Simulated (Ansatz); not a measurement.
# HfO2 (P2_1/c) in Ansatz: band structure with revPBE

Aim: the band structure of HfO2 with revPBE.

All numbers are computed with Ansatz 0.2.0; they aren't measurements. Logs are shortened: lines on timing, memory, paths and dates and some standing lists are left out, and cuts for length are marked.

**What was measured.**

From “Temperature dependence of self-trapped exciton luminescence in nanostructured hafnia powder”, 2021, arxiv:2112.02602, for a bulk crystal of HfO2: band gap 5.54 eV (indirect).

The results are compared with them further down.

## 1. Starting point

It takes space group P2_1/c (No. 14, monoclinic). The conventional cell has a = 5.118 Å, b = 5.186 Å, c = 5.284 Å, α = 90.00°, β = 99.35°, γ = 90.00°. Hf (site symmetry 1) is surrounded by 7 O at 2.03 to 2.25 Å. O (site symmetry 1) has 3 Hf at 2.03 to 2.12 Å as nearest neighbours. Around O (site symmetry 1) lie 4 Hf at 2.14 to 2.25 Å.

## 2. Band structure, revPBE

File input.yaml:

```yaml
crystal:
  lattice:
    - [5.118, 0.0, 0.0]
    - [0.0, 5.1857, 0.0]
    - [-0.8586630598, 0.0, 5.2138671406]
  atoms:
    - { symbol: Hf, position: [0.2755, 0.4603, 0.708] }
    - { symbol: Hf, position: [0.7245, 0.9603, 0.792] }
    - { symbol: Hf, position: [0.7245, 0.5397, 0.292] }
    - { symbol: Hf, position: [0.2755, 0.0397, 0.208] }
    - { symbol: O, position: [0.0742, 0.1684, 0.8467] }
    - { symbol: O, position: [0.9258, 0.6684, 0.6533] }
    - { symbol: O, position: [0.9258, 0.8316, 0.1533] }
    - { symbol: O, position: [0.0742, 0.3316, 0.3467] }
    - { symbol: O, position: [0.4487, 0.7419, 0.9801] }
    - { symbol: O, position: [0.5513, 0.2419, 0.5199] }
    - { symbol: O, position: [0.5513, 0.2581, 0.0199] }
    - { symbol: O, position: [0.4487, 0.7581, 0.4801] }
hamiltonian:
  xc: revpbe
  pseudopotentials: { kind: paw }
kpoints:
  mp_grid: { grid: [5, 5, 5] }
  band_path:
    path:
      - [[0.0, 0.0, 0.0], [0.0, 0.0, 0.5], [-0.4327310173, 0.0, 0.5726006525], [-0.5, 0.0, 0.5], [-0.5, 0.5, 0.5], [-0.5672689827, 0.5, 0.4273993475], [-0.5, 0.5, 0.0], [-0.5, 0.0, 0.0], [-0.5672689827, 0.0, 0.4273993475]]
      - [[-0.4327310173, 0.5, 0.5726006525], [0.0, 0.5, 0.5], [0.0, 0.5, 0.0]]
      - [[0.0, 0.0, 0.5], [0.0, 0.5, 0.5]]
    npoints: 10
scf:
  occupations: { method: fermi_dirac, width: 0.05 }
  n_extra_bands: 30
output:
  forces: true
  stress: true
  eigenvalues: true
  fatbands: false
  write_density: true
  write_potential: true
  elf: true
  volumetric_format: npy
```

Potentials or basis: Ansatz PAW.

Run with:

```sh
$ ansatz run input.yaml --threads 4 --pin off --max-ram 11264MiB --backend cpu --events-out ev --progress --plain --runs-dir out
```

Output:

```text
Warning: RAYON_NUM_THREADS=4 ignored (pool sized by the plan → 4); use --threads N
scf.n_extra_bands = 30 over 76 filled bands (N_el = 152.0): the run solves 106 bands
Engine: ansatz 0.2.0, x86_64-unknown-linux-gnu
Pseudopotentials: kind: paw
Pseudopotential: Hf, paw, valence charge 26, recommended cutoff 420 eV (normal), Hf.paw.azcp
Pseudopotential: O, paw, valence charge 6, recommended cutoff 420 eV (normal), O.paw.azcp
Functional definition: revPBE
  parameter kappa = 1.245
  parameter beta = 0.06672455060314922
  exchange = pbe_x(kappa = kappa, mu = beta*pi^2/3)
  correlation = pbe_c(beta = beta)
Crystal: 12 atoms, lattice volume = 138.378 Å³
Basis set: ecut = 420 eV, 2699 PW (Γ), exchange–correlation on 72×72×72 points (8 copies of the dense FFT grid, shifted against one another)
[... 56 lines left out ...]
  atom   7  O      0.42213922     0.18240770     0.18727245
  atom   8  O     -0.42213922     0.18240770    -0.18727245
  atom   9  O     -0.18189721     0.02979984    -0.07278575
  atom  10  O      0.18189721     0.02979984     0.07278575
  atom  11  O      0.18189721    -0.02979984     0.07278575
  atom  12  O     -0.18189721    -0.02979984    -0.07278575
  max |Σ_I F_I| component: 5.55e-17 eV/Å
--- Stress (GPa, compression-positive) ---
        9.381753       0.000000       0.632710
        0.000000       8.823752       0.000000
        0.632710       0.000000      10.027012
  P = ⅓ Tr σ = 9.4108 GPa (94.108 kbar)
--- Band table (eV; the first three rows and the last of 39) ---
  k-point 0: bands = ["-46.1172", "-46.0978", "-46.0942", "-46.0936", "-15.2075", "-15.1795", "-15.1533", "-14.9616", "-14.8950", "-14.8529", "-14.8340", "-14.7961", "-14.7622", "-14.7613", "-14.7062", "-14.6526", "-3.8952", "-2.5777", "-2.4181", "-2.4167", "-1.9306", "-1.9130", "-1.8109", "-1.6883", "4.0197", "4.0298", "4.0298", "4.0308", "4.0360", "4.0416", "4.0463", "4.0468", "4.0506", "4.0510", "4.0530", "4.0572", "4.0577", "4.0592", "4.0638", "4.0682", "4.0711", "4.0728", "4.0736", "4.0763", "4.0798", "4.0873", "4.0899", "4.0998", "4.1086", "4.1198", "4.1300", "4.1691", "8.8135", "8.9150", "9.4332", "9.6120", "9.7207", "10.0803", "10.8896", "11.1627", "11.3059", "11.4883", "11.5684", "11.6824", "12.2742", "12.3649", "12.4391", "12.4423", "12.6664", "13.1210", "13.2015", "13.2525", "13.7388", "13.7548", "14.0912", "14.2288", "18.8969", "19.4300", "19.6198", "19.8331", "19.9958", "20.2480", "20.5783", "20.6616", "20.9117", "20.9894", "21.5884", "21.6187", "21.8532", "22.2508", "22.7488", "23.1935", "23.3260", "23.6640", "24.4775", "24.6503", "25.2743", "26.7186", "26.7775", "26.8885", "27.9227", "28.1180", "28.7525", "28.9077", "28.9260", "29.3413"]
  k-point 1: bands = ["-46.1152", "-46.0992", "-46.0943", "-46.0941", "-15.1812", "-15.1398", "-15.1348", "-14.9879", "-14.9179", "-14.8442", "-14.8309", "-14.8161", "-14.7650", "-14.7529", "-14.7126", "-14.6902", "-3.7406", "-2.5333", "-2.4676", "-2.4060", "-2.0250", "-1.9194", "-1.8704", "-1.7169", "4.0184", "4.0248", "4.0311", "4.0332", "4.0339", "4.0416", "4.0470", "4.0491", "4.0505", "4.0522", "4.0532", "4.0548", "4.0570", "4.0617", "4.0633", "4.0673", "4.0697", "4.0728", "4.0733", "4.0802", "4.0815", "4.0830", "4.0955", "4.0977", "4.1079", "4.1188", "4.1271", "4.1596", "8.9315", "9.1185", "9.6780", "9.6879", "9.9011", "10.1740", "10.7145", "11.0442", "11.0979", "11.4047", "11.6394", "11.7680", "12.0206", "12.2318", "12.4360", "12.6199", "12.7163", "12.8928", "13.0195", "13.4093", "13.4668", "13.7038", "13.9675", "14.0933", "18.9545", "19.3683", "19.4188", "19.9116", "20.2304", "20.2723", "20.8062", "20.8526", "21.0156", "21.1502", "21.3526", "21.6571", "22.1398", "22.3388", "22.6077", "23.2648", "23.3218", "23.7402", "24.2688", "24.6709", "25.1293", "25.9473", "26.8497", "27.2349", "28.0886", "28.1663", "28.6459", "28.9321", "28.9611", "29.6430"]
  k-point 2: bands = ["-46.1101", "-46.1038", "-46.0944", "-46.0944", "-15.1094", "-15.0905", "-15.0586", "-15.0170", "-14.9981", "-14.8953", "-14.8110", "-14.8062", "-14.7810", "-14.7571", "-14.7402", "-14.7275", "-3.3310", "-2.8200", "-2.4306", "-2.3779", "-2.0329", "-1.9854", "-1.9333", "-1.8134", "4.0168", "4.0187", "4.0328", "4.0342", "4.0367", "4.0432", "4.0450", "4.0461", "4.0490", "4.0519", "4.0536", "4.0569", "4.0597", "4.0607", "4.0631", "4.0651", "4.0669", "4.0724", "4.0735", "4.0743", "4.0869", "4.0903", "4.1022", "4.1045", "4.1094", "4.1151", "4.1208", "4.1358", "9.2906", "9.6749", "9.6809", "9.9767", "10.2825", "10.4102", "10.5694", "10.6420", "10.7686", "11.4186", "11.5737", "11.6486", "11.8042", "12.1276", "12.1295", "12.5926", "12.6137", "12.8285", "12.9837", "13.3159", "13.5347", "13.5705", "13.6757", "13.8583", "19.0643", "19.1943", "19.4828", "19.6628", "20.4077", "20.5042", "21.0030", "21.0431", "21.1176", "21.1854", "21.8220", "21.8689", "22.0932", "22.4452", "22.9651", "23.2500", "23.3234", "23.7464", "23.9491", "24.5280", "24.9259", "24.9585", "27.1761", "27.6553", "28.1520", "28.2844", "28.4254", "28.6905", "29.3838", "29.9718"]
  k-point 38: bands = ["-46.1070", "-46.1038", "-46.0966", "-46.0953", "-15.1717", "-15.1454", "-15.0993", "-15.0592", "-14.9321", "-14.8699", "-14.8156", "-14.7858", "-14.7596", "-14.7486", "-14.7115", "-14.6933", "-3.1470", "-2.8700", "-2.5122", "-2.4725", "-2.0797", "-2.0095", "-1.8183", "-1.8057", "4.0236", "4.0296", "4.0312", "4.0342", "4.0380", "4.0422", "4.0442", "4.0479", "4.0498", "4.0544", "4.0547", "4.0564", "4.0588", "4.0603", "4.0648", "4.0665", "4.0703", "4.0707", "4.0731", "4.0752", "4.0841", "4.0855", "4.0895", "4.0933", "4.1032", "4.1064", "4.1243", "4.1411", "9.4941", "9.7215", "9.8717", "10.0596", "10.1816", "10.2626", "10.4248", "10.5528", "11.0554", "11.4046", "11.5712", "11.8059", "11.9242", "12.0178", "12.4115", "12.6249", "12.6848", "12.9622", "13.0444", "13.0719", "13.2997", "13.3581", "13.4648", "13.6222", "19.0069", "19.1424", "19.5499", "19.7808", "20.1783", "20.2349", "20.5253", "20.6730", "20.8494", "21.1490", "21.7000", "21.9493", "22.3089", "22.4403", "23.0048", "23.5267", "23.7443", "24.1568", "24.3094", "24.7577", "25.1451", "25.6356", "25.8418", "26.3700", "27.0682", "27.3242", "27.8092", "28.1979", "30.1700", "30.3898"]
```

Wall time 66 s (4 threads of Intel Xeon at 2.50GHz (Skylake/Cascade Lake), shared host); peak memory 1.3 GiB.

Results:

```yaml
Free_energy: -67491.6474 eV
Pressure: 9.4 GPa
Largest_force: 0.497 eV/Å
Band_gap_on_the_k_mesh: 4.27 eV, indirect (least direct gap 4.33 eV)
Band_gap_along_the_path: 4.22 eV, indirect (least direct gap 4.29 eV)
```

Forces in eV/Å, atoms in the order of the input:
```
Hf   0.215  0.015  0.104
Hf  -0.215  0.015 -0.104
Hf  -0.215 -0.015 -0.104
Hf   0.215 -0.015  0.104
O   -0.422 -0.182 -0.187
O    0.422 -0.182  0.187
O    0.422  0.182  0.187
O   -0.422  0.182 -0.187
O   -0.182  0.030 -0.073
O    0.182  0.030  0.073
O    0.182 -0.030  0.073
O   -0.182 -0.030 -0.073
```

Levels at the corners of the path, in eV from the valence-band top:
```tsv
point	band 74	band 75	band 76	band 77	band 78	band 79
Γ	-0.47	-0.14	0.00	4.67	5.20	5.39
Y	-0.78	-0.46	-0.46	4.90	4.90	5.32
H	-0.72	-0.62	-0.34	4.45	4.65	5.55
C	-0.92	-0.49	-0.49	4.54	4.54	5.64
E	-1.00	-0.71	-0.71	4.71	4.71	5.41
M1	-0.98	-0.68	-0.68	4.73	4.73	5.44
A	-0.85	-0.56	-0.56	4.93	4.93	5.38
X	-0.53	-0.46	-0.09	4.22	5.26	5.34
H1	-0.72	-0.62	-0.34	4.45	4.65	5.55
M	-0.98	-0.68	-0.68	4.73	4.73	5.44
D	-0.89	-0.59	-0.59	5.08	5.08	5.24
Z	-0.78	-0.40	-0.40	5.20	5.20	5.68
Y	-0.78	-0.46	-0.46	4.90	4.90	5.32
D	-0.89	-0.59	-0.59	5.08	5.08	5.24
```

Caveat: the k mesh misses the band edges, so the gap on the mesh is wider than the one along the path; the pressure holds a Pulay correction of +0.7 GPa for the finite cutoff; spin-orbit coupling is left out, which moves the levels of the heavy elements; the PAW data sets come from PBE, with cores solved anew for the run's functional, which leaves a small shift of forces and pressure.

## 3. Comparison with measurements

Step 2. Measured gap of HfO2: 5.54 eV (indirect; quoted in “Temperature dependence of self-trapped exciton luminescence in nanostructured hafnia powder”, 2021, arxiv:2112.02602). This calculation gives 4.22 eV (-1.32 eV). Spin-orbit coupling on Hf is left out. The value is that of revPBE, without temperature or zero-point motion. Semilocal functionals fall short of measured gaps as a rule.
